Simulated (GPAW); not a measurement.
Al:

```
CELL_PARAMETERS angstrom
2.82708 0.00000 0.00000
-1.41354 2.44832 0.00000
0.00000 0.00000 9.18599
ATOMIC_POSITIONS crystal
Al 0.66667 0.33333 0.75000
Al 0.00000 0.00000 0.50000
Al 0.33333 0.66667 0.25000
Al 0.00000 0.00000 0.00000
```

This isn't the form of Al at room conditions, which is fcc.

| Quantity | Value |
| --- | --- |
| Program | GPAW 26.7.0 |
| Task | relaxation of cell and atoms |
| Functional | PBEsol |
| Potentials or basis | PAW data sets generated in the run's folder for this functional |
| Cutoff | 600 eV |
| Basis | pw |
| k mesh | 9 × 9 × 3 |
| Occupations | fermi-dirac, width 0.05 eV |
| Spin | no spin polarisation |

At the start: pressure 1.8 GPa; volume 15.90 Å³/atom.

Q: How do energy, volume and symmetry change on relaxing?

A: Over 6 steps the energy falls by 5.0 meV/atom and the volume is 16.25 Å³/atom (+2.2 %); space group P6_3/mmc (No. 194, to 0.05 Å).

Step by step:
```
step  energy change (eV)  largest force (eV/Å)  pressure (GPa)  volume (Å³)
   1              0.0000                0.0000            1.78        63.58
   2             -0.0025                0.0000            1.61        63.70
   3             -0.0193                0.0000           -0.49        65.39
   4             -0.0194                0.0000           -0.26        65.20
   5             -0.0195                0.0000           -0.22        65.16
   6             -0.0199                0.0000            0.02        64.98
```

Final structure:
```yaml
crystal:
  lattice:
    - [2.82826, 0.00000, 0.00000]
    - [-1.41413, 2.44935, 0.00000]
    - [0.00000, 0.00000, 9.38056]
  atoms:
    - { symbol: Al, position: [0.66667, 0.33333, 0.75000] }
    - { symbol: Al, position: [0.00000, 0.00000, 0.50000] }
    - { symbol: Al, position: [0.33333, 0.66667, 0.25000] }
    - { symbol: Al, position: [0.00000, 0.00000, 0.00000] }
```

Caveat: later steps reuse the first step's grids.
